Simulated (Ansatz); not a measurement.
BaTiO₃ (Amm2) from a database structure was relaxed with 3 functionals in Ansatz 0.2.0, cell and atoms free, the symmetry of the start kept (meshes: PBE 6×6×6, r2SCAN 6×6×6, PBEsol 6×6×6). No spin polarisation and no zero-point or thermal motion.

The r2SCAN result:
```cif
data_structure
_symmetry_space_group_name_H-M 'P 1'
_symmetry_Int_Tables_number 1
_cell_length_a 3.9632
_cell_length_b 4.0532
_cell_length_c 4.0532
_cell_angle_alpha 89.674
_cell_angle_beta 90.000
_cell_angle_gamma 90.000
_cell_volume 65.11
loop_
_atom_site_label
_atom_site_type_symbol
_atom_site_fract_x
_atom_site_fract_y
_atom_site_fract_z
_atom_site_occupancy
Ba1 Ba 0.00000 0.00496 0.00496 1
Ti1 Ti 0.50000 0.52057 0.52057 1
O1 O 0.50000 0.97676 0.49078 1
O2 O 0.50000 0.49078 0.97676 1
O3 O 0.00000 0.48683 0.48683 1
```

Space group Amm2 (No. 38), orthorhombic; a = 3.963 Å, b = 5.716 Å, c = 5.748 Å in the conventional setting, 13.02 Å³ an atom. Around Ba lie 12 O at 2.77–2.98 Å; around Ti lie 6 O at 1.85–2.21 Å; around O lie 2 Ti at 1.85–2.21 Å and 4 Ba at 2.80–2.88 Å; around O lie 2 Ti at 1.99 Å and 4 Ba at 2.77–2.98 Å.

**Question.** Order the functionals by the relaxed volume, smallest first.
A. PBEsol
B. r2SCAN
C. PBE

**Answer.** A (12.69 Å³/atom), B (13.02 Å³/atom), C (13.39 Å³/atom).

**Question.** What lattice does PBE give?

**Answer.** a = 3.973 Å, b = 5.781 Å, c = 5.831 Å; the volume differs by +2.8 % from r2SCAN's. Around Ba lie 12 O at 2.77–3.06 Å; around Ti lie 6 O at 1.85–2.27 Å; around O lie 2 Ti at 1.85–2.27 Å and 4 Ba at 2.81–2.92 Å (further sites aren't listed).

**Question.** How does the cell change with PBEsol?

**Answer.** a = 3.950 Å, b = 5.657 Å, c = 5.679 Å; the volume differs by -2.6 % from r2SCAN's. Around Ba lie 12 O at 2.75–2.93 Å; around Ti lie 6 O at 1.87–2.15 Å; around O lie 2 Ti at 1.87–2.15 Å and 4 Ba at 2.78–2.85 Å (further sites aren't listed).

**Question.** Held at the r2SCAN cell, what mean stress does PBE find, and does its sign point to its own minimum?

**Answer.** Yes. PBE +3.17 GPa, and its relaxed volume is +2.8 % from r2SCAN's. Compression counts positive, so a positive stress asks for a larger cell.
